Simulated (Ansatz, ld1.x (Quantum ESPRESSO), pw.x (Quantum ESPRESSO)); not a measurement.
**Mo: one change to the TM potential, in the atom and in the fcc crystal**

```json
{
 "Element": "Mo",
 "Generator": "ld1.x (Quantum ESPRESSO) 7.5",
 "Type": "norm-conserving Troullier–Martins (Kleinman–Bylander form)",
 "Functional": "PBE",
 "Relativity": "scalar-relativistic",
 "Frozen core": "[Kr]",
 "Valence charge": "6",
 "Reference configuration": "4d5 5s1 5p0",
 "Partial waves": "5p (bound, empty): rc 3.35 bohr; 4d (bound): rc 1.50 bohr; 5s (bound): rc 2.45 bohr",
 "Local potential": "the s channel",
 "Core correction": "none"
}
```

Change: all radii scaled by about 1.38 (s 3.38, p 4.62, d 2.08 bohr).

Cutoffs, loose and tight: the cutoffs (Ry, on a coarse ladder) from which the occupation-weighted sum of valence levels, in a spherical-Bessel basis at the reference potential, stays within 10 and 1 mRy of its value at 400 Ry. They do not see the model core or the augmentation charge, which bear on the density cutoff. Test errors are all-electron minus pseudo excitation energies from the reference, over the configurations 4d5 5s0 5p0; 4d4 5s0 5p0; 4d3 5s0 5p0; 4d5.5 5s0.5 5p0; 4d2 5s0 5p0; 4d4 5s1 5p1; 4d4 5s2 5p0; variants that change the core or the reference have their own tests.

Crystal test: fcc Mo in pw.x 7.5, no spin, 14³ k-points, Fermi–Dirac smearing 0.01 Ry, cutoffs set for each file from its atomic test. The reference is all-electron LAPW (Ansatz 0.2.0) with the same functional, mesh and smearing; V0 and B0 come from Birch–Murnaghan fits to the pressures at five volumes. Errors are pseudo minus all-electron; Δ is the rms difference of the E(V) curves that follow from these fits, minima aligned, over ±6 % about the mean V0. Mesh and smearing are coarse, so the numbers serve the comparison and aren't converged zero-temperature values; the lattice is a test structure that the element need not adopt.

All-electron: a0 = 4.005 Å (V0 = 16.06 Å³/atom), B0 = 235.3 GPa.

Question: Does the change bring the crystal closer to the all-electron result?

Answer: The mean pressure error goes from +13.45 to +14.98 GPa, so the change moves the solid further from the all-electron pressures. Neither pressure curve crosses zero within the volumes sampled, so no fits are given.

| quantity | base | changed |
| --- | --- | --- |
| outcome (atom) | generated | generated |
| cutoff, loose (atom) | 45 Ry | 35 Ry |
| cutoff, tight (atom) | 55 Ry | 45 Ry |
| bound ghosts (atom) | none | none |
| largest test error (meV) (atom) | -527 | -554 |
| cutoffs in pw.x (Ry) | 70/280 | 55/220 |
| mean pressure error (GPa) | +13.45 | +14.98 |

Base: The largest radius (3.35 bohr) exceeds half the bond length (2.67 bohr), so the spheres overlap, which is one possible source of error among others. This is a poor potential for the solid. Changed file: The largest radius (4.62 bohr) exceeds half the bond length (2.67 bohr), so the spheres overlap, which is one possible source of error among others. This is a poor potential for the solid. The atomic cutoffs weigh occupied waves only.
